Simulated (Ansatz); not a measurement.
Notes on AlAs

```xyz
2
Lattice="0.0000 2.8429 2.8429 2.8429 0.0000 2.8429 2.8429 2.8429 0.0000" Properties=species:S:1:pos:R:3 pbc="T T T"
Al    0.0000    0.0000    0.0000
As    1.4214    1.4214    1.4214
```

Level: PBEsol, no spin polarisation; 420 eV; 8×8×8 Γ-centred mesh; fermi-dirac occupations (width 0.1 eV); Ansatz 0.2.0, fixed geometry.

Problem. Are the atoms at rest?

Solution. The forces vanish by the symmetry of the sites.

Problem. What is the formation energy?

Solution. -0.43 eV an atom against the elements' usual phases (free molecules for gases, crystals otherwise, with no correction for O₂ or N₂), so it is bound against them; other compounds may still compete. Relaxing would lower it.

Problem. How is the charge shared?

Solution. Bader charges in e: Al +1.95, As -1.95. In the mean Al gives up most and As takes most.

Problem. Metal or insulator? Give the gap.

Solution. The gap is 1.35 eV, indirect (the least direct gap found is 1.86 eV).

Problem. Which orbitals make up the band edges?

Solution. Within 0.7 eV of the edges, the states project mainly on As p (81 %) and Al p (17 %) below the gap and on Al p (59 %) and As s (16 %) above it.

Problem. Is the cell too large or too small?

Solution. The pressure is -0.4 GPa (compression positive), so with the atoms held at these fractions the cell is close to zero pressure.

Origin: a database entry at a rescaled volume.
